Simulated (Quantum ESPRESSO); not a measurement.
Runs of Quantum ESPRESSO 7.5 on MgO. Symmetry: Fm-3m, No. 225, cubic system. Conventional cell: a = 4.194 Å, b = 4.194 Å, c = 4.194 Å, α = 90.00°, β = 90.00°, γ = 90.00°. Mg (site symmetry m-3m) is surrounded by 6 O at 2.10 Å. O (site symmetry m-3m) is surrounded by 6 Mg at 2.10 Å. The cell is a database's computed one.

```tsv
task	level	potentials or basis	cell	k mesh	cutoff (eV)	q mesh	form of the LDA correlation	mesh quality	gap on the mesh (eV)	pressure (GPa)
phonons	revPBE	GBRV 1.5 PBE	relaxed	6 × 6 × 6, shifted	612	-	-	not flagged	-	-0.1
dielectric tensor	PBEsol	PseudoDojo 0.4.1 SR PBEsol standard	as given	6 × 6 × 6	1143	-	-	coarse	4.79	2.3
phonon dispersion	PBEsol	GBRV 1.5 PBEsol	relaxed	4 × 4 × 4, shifted	612	4 × 4 × 4	-	coarse	-	0.0
phonons	vdW-DF-cx	GBRV 1.5 PBE	relaxed	6 × 6 × 6, shifted	612	-	-	not flagged	-	0.0
phonon dispersion	LDA	GBRV 1.5 LDA	relaxed	4 × 4 × 4, shifted	612	4 × 4 × 4	PZ81	coarse	-	0.0
dielectric tensor	PBEsol	PseudoDojo 0.4.1 SR PBEsol standard	as given	4 × 4 × 4	1143	-	-	coarse	(a)	2.3
phonons	BLYP	GBRV 1.5 PBE	relaxed	6 × 6 × 6, shifted	612	-	-	not flagged	-	-0.1
phonons	LDA	GBRV 1.5 LDA	relaxed	6 × 6 × 6, shifted	612	-	PZ81	not flagged	-	0.0
```

Alike in all rows: no spin polarisation; smearing fermi-dirac 0.05 eV.

Task: Estimate the missing entries.

Result: (a) 4.78.

Caveats: some runs use coarse meshes; the potentials were made for another functional, which shifts forces and pressure (some runs); on a mesh that holds Γ this program's dielectric tensor can be off by some percent beyond the error of the mesh (some runs); before the sum rule the acoustic modes lie tens of cm⁻¹ from zero, a sign that the density grid also shifts the optical modes (some runs).

Runs at the PBE level aren't shown here.
